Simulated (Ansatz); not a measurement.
**PbO: distorted cells**

Computed with Ansatz, DFT PBEsol, scalar-relativistic, plane waves, PAW.

Settings: cutoff 420 eV, Γ-centred mesh 8×8×6 on the computed 4-atom cell, Gaussian smearing of 0.02 eV; no spin polarisation.

Reference cell:

```yaml
crystal:
  lattice:
    - [3.97440, 0.00000, 0.00000]
    - [0.00000, 3.97440, 0.00000]
    - [0.00000, 0.00000, 5.02200]
  atoms:
    - { symbol: Pb, position: [0.00000, 0.50000, 0.23510] }
    - { symbol: Pb, position: [0.50000, 0.00000, 0.76490] }
    - { symbol: O, position: [0.00000, 0.00000, 0.00000] }
    - { symbol: O, position: [0.50000, 0.50000, 0.00000] }
```

Each variant moves atoms of this cell by the vectors given, if any (Å), and then applies a symmetric strain (tensor components, Cartesian axes). The reference cell isn't relaxed at this level. Energies are per atom at zero smearing, counted from the lowest variant. Pressure is positive in compression.

1. strain (xx yy zz yz xz xy, %) -0.19 -0.19 5.81 0.00 0.00 0.00; moves: Pb1 (0.000, 0.000, -0.085); Pb2 (0.000, 0.000, 0.085)
2. strain (xx yy zz yz xz xy, %) 3.56 3.56 0.56 0.00 0.00 0.00; moves: Pb1 (0.000, 0.000, -0.354); Pb2 (0.000, 0.000, 0.354)
3. strain (xx yy zz yz xz xy, %) -5.49 -0.65 1.67 0.00 0.00 0.00; moves: Pb1 (0.000, 0.000, -0.056); Pb2 (0.000, 0.000, -0.136); O3 (0.000, 0.000, 0.254); O4 (0.000, 0.000, -0.062)
4. strain (xx yy zz yz xz xy, %) -3.14 -3.14 2.86 0.00 0.00 0.00; moves: Pb1 (0.000, 0.000, -0.141); Pb2 (0.000, 0.000, 0.141)
5. strain (xx yy zz yz xz xy, %) 1.92 -3.45 -1.71 0.31 -1.45 0.22; moves: Pb1 (-0.022, 0.002, -0.017); Pb2 (0.026, -0.017, 0.005); O3 (-0.022, 0.016, 0.024); O4 (0.019, -0.001, -0.011)
6. no strain; moves: O4 (-0.041, 0.083, 0.118)
7. strain (xx yy zz yz xz xy, %) -1.14 -1.14 7.86 0.00 0.00 0.00; moves: Pb1 (0.000, 0.000, 0.141); Pb2 (0.000, 0.000, -0.141)

| result | ΔE (meV/atom) | P (GPa) | largest force (eV/Å) | gap on mesh (eV) |
| --- | --- | --- | --- | --- |
| A | 112.8 | 4.34 | 2.21 | 0.45 |
| B | 12.8 | 1.29 | 1.02 | 1.15 |
| C | 318.3 | 15.07 | 3.95 | 0.74 |
| D | 28.8 | 5.39 | 1.15 | 1.17 |
| E | 0.0 | 2.01 | 0.61 | 1.55 |
| F | 177.3 | -8.60 | 3.16 | 0.36 |
| G | 148.5 | 15.90 | 3.34 | 1.41 |

Which variant gave which result?

A is 3, B is 6, C is 2, D is 5, E is 1, F is 7, G is 4.

Spin-orbit coupling is left out, which matters for the bands of heavy elements.